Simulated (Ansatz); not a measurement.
Wanted: the native input for an Ansatz 0.2.0 run.

- Task: relaxation of cell and atoms
- Functional: PBE
- Potentials or basis: Ansatz PAW
- Cutoff: 420 eV (not typed: the program's choice for these potentials)
- k mesh: 12 × 12 × 12
- Occupations: fermi-dirac, width 0.05 eV
- Spin: no spin polarisation
- Target pressure: 20 GPa
- Target pressure (GPa): 20

The system is Mo.

```xyz
1
Lattice="-1.5838 1.5838 1.5838 1.5838 -1.5838 1.5838 1.5838 1.5838 -1.5838" Properties=species:S:1:pos:R:3 pbc="T T T"
Mo    0.0000    0.0000    0.0000
```

One way to write it, as run:

input.yaml

```yaml
crystal:
  lattice:
    - [-1.5838089719, 1.5838089719, 1.5838089719]
    - [1.5838089719, -1.5838089719, 1.5838089719]
    - [1.5838089719, 1.5838089719, -1.5838089719]
  atoms:
    - { symbol: Mo, position: [0.0, 0.0, 0.0] }
hamiltonian:
  xc: pbe
  pseudopotentials: { kind: paw }
kpoints:
  mp_grid: { grid: [12, 12, 12] }
scf:
  occupations: { method: fermi_dirac, width: 0.05 }
output:
  forces: true
  stress: true
  eigenvalues: true
relax:
  f_tol: 0.01
  max_steps: 40
  cell: { stress_tol: 0.05, p_target: 20.0 }
```

Potentials or basis: Ansatz PAW.

Run with:

```bash
$ ansatz run input.yaml --threads 2 --pin off --max-ram 5632MiB --backend cpu --events-out ev --progress --plain --runs-dir out
```

It gave:

- Relaxed volume: 14.77 Å³/atom
- Relaxed cell: a = 2.677 Å, b = 2.677 Å, c = 2.677 Å, α = 109.47°, β = 109.47°, γ = 109.47°
- Space group after relaxing (to 0.05 Å): Im-3m (No. 229)
- Energy change on relaxing (the enthalpy is what falls): +58.9 meV/atom
- Ionic steps: 5
- Pressure after relaxing: 20.0 GPa
- Band gap on the k mesh: none (metal or under the smearing width)

Caveat: the plane-wave basis is chosen anew once the cell has moved, so the energies of steps on either side of that aren't comparable.

Wall time 2.4 s on 2 threads of Arm Neoverse V2, with other jobs on the host, peak memory 0.27 GiB.
